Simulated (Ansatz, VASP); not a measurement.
## InPd in VASP and in Ansatz

```xyz
2
Lattice="0.0000 2.7461 2.7461 2.7461 0.0000 2.7461 2.7461 2.7461 0.0000" Properties=species:S:1:pos:R:3 pbc="T T T"
In    0.0000    0.0000    0.0000
Pd    2.7461    2.7461    2.7461
```

The cell was built by a generator and needn't be a form met in nature.

Alike in both runs: task relaxation of cell and atoms; functional PBE; k mesh 6 × 6 × 6; occupations fermi-dirac, width 0.05 eV; no spin polarisation.

|  | VASP | Ansatz |
| --- | --- | --- |
| version | VASP 6.6.1 | Ansatz 0.2.0 |
| potentials or method | VASP PAW PBE potentials, release 64 (In_d, Pd) | Ansatz PAW |
| plane-wave cutoff (eV) | 600 | 420 |
| valence electrons in the cell | 23 | 31 |

```tsv
	VASP	Ansatz	Ansatz less VASP
gap on the k mesh at the Fermi level, each at its own relaxed structure (eV)	none	none	-
relaxed volume (Å³/atom)	20.75	20.74	-0.013
relaxed cell length with the largest relative difference (Å)	3.886	3.886	-0.0008
```

A gap of «none» marks a metal or a gap that the smearing closes. The two sets of potentials don't hold the same shells in valence.

Caveats: the plane-wave basis is chosen anew once the cell has moved, so the energies of steps on either side of that aren't comparable (Ansatz).
